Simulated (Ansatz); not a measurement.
## Field gradients of HfO₂ from run to run

Cell of run 1: a structure deposited in the COD.

Space group P2_1/c (No. 14); a = 5.1501, b = 5.1852, c = 5.3418 Å, β = 98.95°.

```csv
site,Wyckoff,site symmetry,x,y,z
Hf,4e,1,0.2800,0.0492,0.2170
O5,4e,1,0.0693,0.3265,0.3429
O9,4e,1,0.4607,0.7489,0.4888
```

One atom of each set is listed.

Relaxed positions (PBE, cell held):

Hf (0.2756, 0.0416, 0.2085)
O5 (0.0681, 0.3288, 0.3488)
O9 (0.4488, 0.7574, 0.4767)

All runs are DFT with Ansatz 0.2.0 (plane waves and PAW, scalar-relativistic unless spin–orbit coupling is named, Γ-centred meshes, Fermi–Dirac smearing where given) in this cell.

Run 1: PBE, gradients read without the response of the cores, atoms as given; 420 eV, 5×5×5 k-points, smearing 0.02 eV.
Run 2: PBE, gradients read without the response of the cores, atoms relaxed; 420 eV, 5×5×5 k-points, smearing 0.02 eV.
Run 3: r2SCAN, gradients read without the response of the cores, at the relaxed atoms; 500 eV, 5×5×5 k-points, smearing 0.02 eV.

```json
{"run": "1", "Hf V_zz (η)": "15.50 (0.39)", "O5 V_zz (η)": "-1.55 (0.08)", "O9 V_zz (η)": "1.30 (0.44)"}
{"run": "2", "Hf V_zz (η)": "?", "O5 V_zz (η)": "?", "O9 V_zz (η)": "?"}
{"run": "3", "Hf V_zz (η)": "10.95 (0.29)", "O5 V_zz (η)": "-1.29 (0.93)", "O9 V_zz (η)": "1.09 (0.84)"}
```

V_zz in 10²¹ V/m².

Task: Estimate the row of run 2.

Result: Hf: 10.87 (0.28); O5: -1.33 (0.89); O9: 1.05 (0.83). It lies nearest to run 3, from whose tensors on these sites it differs by 0.13 at most (largest principal value of the difference, on Hf). Taken one at a time, the positions of the atoms (as given or relaxed) move the tensors on these sites by up to 11.99 (largest principal value of the change, on Hf), the functional (r2SCAN with its higher cutoff) by 0.13 (Hf).

Without spin–orbit coupling the gradients at and beside Hf can be off by some per cent, at some sites by more. In run 1 the atoms aren't at the calculated equilibrium (largest force 1.3 eV/Å).
